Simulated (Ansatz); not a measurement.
# Equation of state of GaAs under r2SCAN+D3(BJ)

Symmetry: F-43m, No. 216, cubic system. Conventional cell: a = 5.654 Å, b = 5.654 Å, c = 5.654 Å, α = 90.00°, β = 90.00°, γ = 90.00°. Around As (site symmetry -43m) lie 4 Ga at 2.45 Å. Ga (site symmetry -43m) is surrounded by 4 As at 2.45 Å.

The cell was scaled at fixed shape and fractions and run with Ansatz, Ansatz PAW, cutoff 500 eV; r2SCAN+D3(BJ), k mesh 8 × 8 × 8 on the cell of 2 atoms, fermi-dirac occupations of 0.05 eV, no spin polarisation, no spin-orbit coupling. The potentials were made for PBE. Energies are those that the program minimises, any entropy of the smearing included.

```tsv
V (Å³/atom)	energy over the lowest row (meV/atom)
21.2342	15.801
21.6860	5.583
22.1378	0.499
22.5896	0.000
23.0414	?
23.4932	10.858
23.9450	21.389
```

Q: Fit the third-order Birch-Murnaghan form, give V0, B0 and B′, and predict the energy left open.

A: With y = (V0/V)^(2/3), E = E0 + (9 V0 B0/16) [(y - 1)³ B′ + (y - 1)² (6 - 4y)]. Least squares through the rows shown give V0 = 22.4139 Å³/atom, E0 = -0.318 meV, B0 = 75.22 GPa (1 eV/Å³ = 160.218 GPa) and B′ = 4.59, with a largest miss of 0.001 meV. At V = 23.0414 the form with these constants gives 3.599 meV; the run gave 3.600 meV an atom. Measured volume: 22.58 Å³/atom at 298 K (a printed reference work), so the fit lies -0.7 % from it. The runs are for a static lattice.
